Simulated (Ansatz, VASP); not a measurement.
# AlN (AlN (F-43m)): VASP beside Ansatz

Wanted: the spread between two codes on one cell, functional and k mesh. The cell is generated by rule, not measured, and may not be a known phase. The cell is taken from a series of runs on this material, whose earlier steps may have relaxed, scaled, displaced or heated it; both programs get it as it stands.

Main program and level: Ansatz 0.2.0; plane waves, with VASP 6.6.1 beside it; single point at r2SCAN.

The structure was built from a prototype and need not be the compound's stable phase.

**1. Set-up**

The structure is cubic, space group F-43m (No. 216). Conventional cell: a = 4.238 Å, b = 4.238 Å, c = 4.238 Å, α = 90.00°, β = 90.00°, γ = 90.00°. Nearest to Al lie 4 N at 1.84 Å. Nearest to N lie 4 Al at 1.84 Å. Farther neighbours and most contacts between anions are not listed.

**2. Ansatz: single point, r2SCAN, pair 1**

Ansatz runs on its PAW soft_1 files.

A single point gives forces, pressure and levels at one fixed geometry, so differences don't come from the geometry; what else differs is listed under the comparison.

The input, input.yaml:

```yaml
crystal:
  lattice:
    - [0.0, 2.1191880557, 2.1191880557]
    - [2.1191880557, 0.0, 2.1191880557]
    - [2.1191880557, 2.1191880557, 0.0]
  atoms:
    - { symbol: Al, position: [0.0, 0.0, 0.0] }
    - { symbol: "N", position: [0.25, 0.25, 0.25] }
basis:
  ecutwfc: 500
  xc_grid: 2
hamiltonian:
  xc: r2scan
  pseudopotentials: { kind: paw, azcp: { folder: soft_1 } }
kpoints:
  mp_grid: { grid: [11, 11, 11] }
scf:
  occupations: { method: fermi_dirac, width: 0.01 }
  max_iter: 80
```

The run is started by

```bash
$ ansatz run input.yaml --threads 4 --pin off --max-ram 7536MiB --backend cpu --events-out ev --progress --plain --runs-dir out
```

Numbers of over 12 decimals in the logs are rounded to 6 here.

The log of the run:

```text
Engine: ansatz 0.2.0, x86_64-unknown-linux-gnu
Pseudopotentials: kind: paw
Pseudopotential: Al, paw, valence charge 3, recommended cutoff 500 eV (meta_gga), soft_1/Al.paw.azcp
Pseudopotential: N, paw, valence charge 5, recommended cutoff 500 eV (meta_gga), soft_1/N.paw.azcp
Functional definition: r2SCAN
  parameter k0 = 0.174
  parameter k1 = 0.065
  parameter a1 = 4.9479
  exchange = r2scan_x(k0 = k0, k1 = k1, a1 = a1)
  correlation = r2scan_c
Crystal: 2 atoms, lattice volume = 19.034 Å³
Basis set: ecut = 500 eV, 531 PW (Γ), exchange–correlation on 48×48×48 points (8 copies of the dense FFT grid, shifted against one another)
Bands: 8, of which v1, the nominal top of the filled ones, is band 4 counted from 1 (3 counted from 0)
Symmetry: 24 space group operations
Space group: F-43m (ITA 216), of the structure as read, at distance tolerance 2.7e-5 Å
k-points: 56 of 1331 (time reversal used)
Non-local potential: Al, projectors of the file, l = 0: 2, l = 1: 2, l = 2: 1
Non-local potential: N, projectors of the file, l = 0: 2, l = 1: 2, l = 2: 1
PAW form: soft (Blöchl's): semilocal exchange-correlation on the pseudo side does not see the compensation charge
PAW frozen core: Al, regenerated for the run's functional (the file was generated under x = pbe(κ = 0.804, μ = 0.219515), c = pbe(β = 0.066725))
PAW frozen core: N, regenerated for the run's functional (the file was generated under x = pbe(κ = 0.804, μ = 0.219515), c = pbe(β = 0.066725))
PAW one-centre angular grid: Al, 302 points (default); XC on 160 Gauss nodes
PAW one-centre angular grid: N, 302 points (default); XC on 160 Gauss nodes
Initial density: superposition of atomic densities (chi_scale 0.1, normalization cell, long waves kept (reshape's long-wave potential 0.00 eV rms))
Initial wavefunctions: pseudopotential atomic-orbital guess
Functional: x = r2scan, c = r2scan; τ floored in thin density (d = 2e-4 eV/Å³)
SCF iter   1: F=—  HF=-929.495348 eV  |F-HF|=—  |Δ(HF+E_count)|=         —  Δρ=1.51e-1  dr2=5.08e0  dr2_τ=6.38e-1  ethr=3.10e-3  ⟨swp⟩=4.4  Hψ=3284  notcnv=0
preconditioner: auto → none  [insulator: Δε(μ)=6.130 eV  Ē_g=18.682 eV  σ=0.010 eV  W_gap=1.00  n_scr=0 (ndim 8)  ℏωp=24.1 eV  f_vac=0.000  D(μ)=0.00/eV (n_scr^D=0)  ε∞_Penn≈2.7]
SCF iter   2: F=—  HF=-928.319489 eV  |F-HF|=—  |Δ(HF+E_count)|=    1.18e0  Δρ=6.46e-2  dr2=3.62e-1  dr2_τ=2.04e-1  ethr=3.10e-3  ⟨swp⟩=3.1  Hψ=1514  notcnv=0
SCF iter   3: F=—  HF=-928.314787 eV  |F-HF|=—  |Δ(HF+E_count)|=   4.70e-3  Δρ=2.48e-2  dr2=5.95e-2  dr2_τ=3.79e-3  ethr=3.10e-3  ⟨swp⟩=2.5  Hψ=939  notcnv=0
SCF iter   4: F=—  HF=-928.317588 eV  |F-HF|=—  |Δ(HF+E_count)|=   2.80e-3  Δρ=1.93e-3  dr2=5.14e-4  dr2_τ=3.90e-5  ethr=7.44e-4  ⟨swp⟩=2.4  Hψ=829  notcnv=0
SCF iter   5: F=—  HF=-928.317519 eV  |F-HF|=—  |Δ(HF+E_count)|=   6.92e-5  Δρ=5.27e-4  dr2=5.92e-5  dr2_τ=1.35e-6  ethr=6.43e-6  ⟨swp⟩=2.9  Hψ=872  notcnv=0
SCF iter   6: F=—  HF=-928.317503 eV  |F-HF|=—  |Δ(HF+E_count)|=   1.53e-5  Δρ=2.36e-5  dr2=3.80e-8  dr2_τ=1.13e-8  ethr=1.25e-9  ⟨swp⟩=1.7  Hψ=1374  notcnv=0
SCF iter   7: F=-928.317504 eV  HF=-928.317504 eV  |F-HF|=1.97e-9  |Δ(HF+E_count)|=   1.13e-7  Δρ=5.81e-6  dr2=4.93e-9  dr2_τ=1.95e-10  ethr=4.74e-10  ⟨swp⟩=1.0  Hψ=1299  notcnv=0
SCF 1 converged in 7 iterations: F = -928.317504 eV  dr2 = 4.93e-9
  greatest PAW one-centre occupation: 0.805 electrons in one spin orbital (limit 2), on the N atom at site 1 (counted from 0), in its partial waves of l = 0
SCF converged after 7 iterations
Free energy (F): -928.317504 eV
Harris-Foulkes:  -928.317504 eV  (|F-HF|=1.97e-9)
Internal energy: -928.317504 eV  (E = F + TS)
E sigma→0 (E₀):  -928.317504 eV
Fermi energy:    9.738182 eV
--- Per-component energies (eV) ---
  E_band       = 17.832207
  E_kinetic    = 161.844235
  E_local      = -201.446618  (includes V_loc(G=0)·N_el)
  E_nonlocal   = 44.537097
  E_hartree    = 75.716319
  E_xc         = -97.518107
  E_vxc        = -119.461336  (∫ρ·V_xc dr)
  E_paw        = -605.686959  (= ΣΔE_a)
  E_vpaw       = -25.380448  (= ΣTr[D̂ρ^β])
  E_aug_tail   = -0.000003  (compensation charges beyond the density's cutoff)
  E_vtau       = 6.307440  (kinetic-family band-sum trace: ∫τ·v_τ [+ j·A + Jᵃ·Aᵃ] dr)
  E_ewald      = -305.673794
  E_core_change = -0.089673  (= ΣΔE_core)
  E_smearing   = -0.000000  (= −TS)
  E_closure    = 0.000000  (closes the sum)
  Σ components = -928.317504   (vs F -928.317504, Δ=0.00e0)
```

**3. VASP: single point, r2SCAN, pair 1**

The same cell, functional, mesh and smearing now go to VASP, with its own data sets.

Lines of VASP's logs that name or quote its potential files are left out, and so is its time.

The input, INCAR:

```
SYSTEM = AlN
PREC = Accurate
ENCUT = 580
EDIFF = 1E-06
NELM = 120
ISMEAR = -1
SIGMA = 0.01
LREAL = .FALSE.
ALGO = Normal
METAGGA = R2SCAN
LASPH = .TRUE.
NBANDS = 10
LORBIT = 11
LWAVE = .FALSE.
LCHARG = .FALSE.
ISIF = 2
GGA_COMPAT = .FALSE.
EFERMI = MIDGAP
LMIXTAU = .TRUE.
KPAR = 8
```

The input, POSCAR:

```
AlN
1.0
    0.0000000000      2.1191880557      2.1191880557
    2.1191880557      0.0000000000      2.1191880557
    2.1191880557      2.1191880557      0.0000000000
Al N
1 1
Direct
    0.0000000000      0.0000000000      0.0000000000
    0.2500000000      0.2500000000      0.2500000000
```

The input, KPOINTS:

```
Automatic mesh
0
Gamma
11 11 11
0 0 0
```

Potentials, in the order of the species: Al and N (PBE family, release 64).

The run is started by

```bash
$ mpirun -np 8 vasp_std
```

The log of the run:

```text
[banner, memory and clock lines left out]
running    8 mpi-ranks, on    1 nodes
 distrk:  each k-point on    1 cores,    8 groups
 distr:  one band on    1 cores,    1 groups

 POSCAR found type information on POSCAR AlN
 POSCAR found :  2 types and       2 ions
|                                                                             |
|           W    W    AA    RRRRR   N    N  II  N    N   GGGG   !!!           |
|           W    W   A  A   R    R  NN   N  II  NN   N  G    G  !!!           |
|           W    W  A    A  R    R  N N  N  II  N N  N  G       !!!           |
|           W WW W  AAAAAA  RRRRR   N  N N  II  N  N N  G  GGG   !            |
|           WW  WW  A    A  R   R   N   NN  II  N   NN  G    G                |
|           W    W  A    A  R    R  N    N  II  N    N   GGGG   !!!           |
|                                                                             |
|     For optimal performance we recommend to set                             |
|       NCORE = 2 up to number-of-cores-per-socket                            |
|     NCORE specifies how many cores store one orbital (NPAR=cpu/NCORE).      |
|     This setting can greatly improve the performance of VASP for DFT.       |
|     The default, NCORE=1 might be grossly inefficient on modern             |
|     multi-core architectures or massively parallel machines. Do your        |
|     Unfortunately you need to use the default for GW and RPA                |
|     calculations (for HF NCORE is supported but not extensively tested      |
|     yet).                                                                   |
|                                                                             |

|                                                                             |
|               ----> ADVICE to this user running VASP <----                  |
|                                                                             |
|     You enforced a specific xc type in the INCAR file but a different       |
|     [... a line on the potential file left out ...]
|     I HOPE YOU KNOW WHAT YOU ARE DOING!                                     |
|                                                                             |

 LDA part: xc-table for (None), standard interpolation
 POSCAR, INCAR and KPOINTS ok, starting setup
 FFT: planning ... GRIDC
 FFT: planning ... GRID_SOFT
 FFT: planning ... GRID
 WAVECAR not read
 entering main loop
       N       E                     dE             d eps       ncg     rms          rms(c)
DAV:   1     0.804065156899E+01    0.80407E+01   -0.45235E+03  1176   0.772E+02
DAV:   2    -0.225025490049E+02   -0.30543E+02   -0.29531E+02  1288   0.166E+02
DAV:   3    -0.235011418052E+02   -0.99859E+00   -0.99768E+00  1384   0.297E+01
DAV:   4    -0.235063605488E+02   -0.52187E-02   -0.52185E-02  1270   0.211E+00
DAV:   5    -0.235064285970E+02   -0.68048E-04   -0.68048E-04  1298   0.237E-01    0.947E+00
DAV:   6    -0.187038982541E+02    0.48025E+01   -0.79251E+00  1282   0.174E+01    0.430E+00
DAV:   7    -0.192457558673E+02   -0.54186E+00   -0.14217E+00  1250   0.767E+00    0.238E+00
DAV:   8    -0.185323336752E+02    0.71342E+00   -0.90326E-01  1128   0.599E+00    0.179E+00
DAV:   9    -0.190251885979E+02   -0.49285E+00   -0.25080E-01  1122   0.417E+00    0.772E-01
DAV:  10    -0.190544755000E+02   -0.29287E-01   -0.53450E-02  1132   0.163E+00    0.360E-01
DAV:  11    -0.190546706173E+02   -0.19512E-03   -0.92740E-04  1254   0.311E-01    0.325E-01
DAV:  12    -0.190542632817E+02    0.40734E-03   -0.40071E-04  1210   0.128E-01    0.348E-01
DAV:  13    -0.190598281514E+02   -0.55649E-02   -0.31622E-03  1120   0.438E-01    0.310E-01
DAV:  14    -0.190597492319E+02    0.78920E-04   -0.92757E-05  1230   0.928E-02    0.303E-01
DAV:  15    -0.190597615798E+02   -0.12348E-04   -0.31828E-06  1254   0.171E-02    0.307E-01
DAV:  16    -0.190596275388E+02    0.13404E-03   -0.61077E-05  1132   0.705E-02    0.379E-01
DAV:  17    -0.190596362140E+02   -0.86752E-05   -0.10757E-05  1140   0.272E-02    0.387E-01
DAV:  18    -0.190596396652E+02   -0.34512E-05   -0.27234E-07   618   0.469E-03    0.384E-01
DAV:  19    -0.190596459440E+02   -0.62788E-05   -0.45027E-07   576   0.502E-03    0.383E-01
DAV:  20    -0.190596462144E+02   -0.27037E-06   -0.10295E-07   574   0.343E-03
   1 F= -.19059646E+02 E0= -.19059646E+02  d E =0.000000E+00
```

Parts of OUTCAR (step 3):

```text
ion  position               nearest neighbor table
   1  0.000  0.000  0.000-   2 1.84   2 1.84   2 1.84   2 1.84
   2  0.250  0.250  0.250-   1 1.84   1 1.84   1 1.84   1 1.84

  LATTYP: Found a face centered cubic cell.
 ALAT       =     4.2383761114

 Subroutine GETGRP returns: Found 24 space group operations
 (whereof 24 operations were pure point group operations)

The static configuration has the point symmetry T_d .

 Found     56 irreducible k-points:

   k-points           NKPTS =     56   k-points in BZ     NKDIM =     56   number of bands    NBANDS=     10

   dimension x,y,z NGX =    24 NGY =   24 NGZ =   24
   dimension x,y,z NGXF=    48 NGYF=   48 NGZF=   48

   ENCUT  =  580.0 eV  42.63 Ry    6.53 a.u.   5.89  5.89  5.89*2*pi/ulx,y,z

   NELECT =       8.0000    total number of electrons

 k-points in reciprocal lattice and weights: Automatic mesh
   0.00000000  0.00000000  0.00000000       0.001
   0.09090909  0.00000000  0.00000000       0.006
   0.18181818  0.00000000  0.00000000       0.006
   0.27272727  0.00000000  0.00000000       0.006
   0.36363636  0.00000000  0.00000000       0.006
   0.45454545  0.00000000  0.00000000       0.006
   0.09090909  0.09090909  0.00000000       0.005
   0.18181818  0.09090909  0.00000000       0.018
   0.27272727  0.09090909  0.00000000       0.018
[...]
-0.36363636  0.45454545  0.18181818       0.018
  -0.27272727  0.45454545  0.18181818       0.018

 average (electrostatic) potential at core
       1 -73.2413       2 -61.7602

 E-fermi :   8.6336

 k-point     1 :       0.0000    0.0000    0.0000
  band No.  band energies     occupation
      1      -9.7208      2.00000
      2       6.5596      2.00000
      3       6.5596      2.00000
      4       6.5596      2.00000
      5      12.3285      0.00000
      6      21.0513      0.00000
      7      21.0514      0.00000
      8      21.0514      0.00000
      9      25.8704      0.00000
    ...

 k-point     2 :       0.0909    0.0000    0.0000
  band No.  band energies     occupation
      1      -9.5857      2.00000
      2       5.8778      2.00000
      3       6.5159      2.00000
      4       6.5159      2.00000
      5      12.8718      0.00000
      6      20.7270      0.00000
      7      21.1843      0.00000
      8      21.1843      0.00000
      9      24.7056      0.00000
    ...

 k-point     3 :       0.1818    0.0000    0.0000
  band No.  band energies     occupation
      1      -9.1972      2.00000
      2       4.3843      2.00000
      3       6.4031      2.00000
      4       6.4031      2.00000
      5      13.9238      0.00000
      6      19.9974      0.00000
      7      21.1052      0.00000
      8      21.1054      0.00000
      9      24.0656      0.00000
    ...

  Total        2.7880586      2.7880586      2.7880586      0.0000000      0.0000000      0.0000000
  in kB      234.6788696    234.6788696    234.6788696      0.0000000      0.0000000      0.0000000
  external PRESSURE =     234.6788696 kB  Pullay stress =       0.0000000 kB

  energy-cutoff  :      580.00
  volume of cell :       19.03
      direct lattice vectors                 reciprocal lattice vectors
     0.000000000  2.119188056  2.119188056    -0.235939420  0.235939420  0.235939420
     2.119188056  0.000000000  2.119188056     0.235939420 -0.235939420  0.235939420
     2.119188056  2.119188056  0.000000000     0.235939420  0.235939420 -0.235939420

 POSITION                                       TOTAL-FORCE (eV/Angst)
 -----------------------------------------------------------------------------------
      0.00000      0.00000      0.00000        -0.000000     -0.000000     -0.000000
      1.05959      1.05959      1.05959         0.000000      0.000000      0.000000
 -----------------------------------------------------------------------------------
    total drift:                               -0.000000     -0.000000     -0.000000

  FREE ENERGIE OF THE ION-ELECTRON SYSTEM (eV)
  ---------------------------------------------------
  free  energy   TOTEN  =       -19.0596462144 eV

  energy  without entropy=      -19.0596462144  energy(sigma->0) =      -19.05964621

 total charge
# of ion       s       p       d       tot
------------------------------------------
    1        0.387   0.507   0.000   0.894
    2        1.238   2.747   0.000   3.984
--------------------------------------------------
tot          1.625   3.254   0.000   4.878

[... 3 further parts left out ...]
```

The run ends at a pressure of 23.47 GPa.

**4. Differences**

Known differences besides the potentials themselves: VASP keeps PBE cores, Ansatz makes them for the functional; the cutoff is 500 eV in Ansatz and 580 eV in VASP. Total energies have different zeros and are not compared.

Both answers:

```csv
quantity,Ansatz,VASP,difference
gap on the k mesh (eV),4.139,4.148,-0.009
```

A gap on the mesh is an upper bound, since the band edges may lie between its points. VASP's last cycles still show a density residual of 4e-02, so its state may not be settled.

[end of part 1 of 2]

[Lines on the potential files, build, host, timing and source positions are cut from VASP's logs without a mark.]

[Logs are printed without paths, hosts, clocks, repeated set-up lines and the standing remarks that a program may print on its own settings, such as how far it seeks lower states.]

[Hosts, paths, dates, database ids (printed as entryN), source tags and the programs' standing remarks are cut or masked in the printed files.]
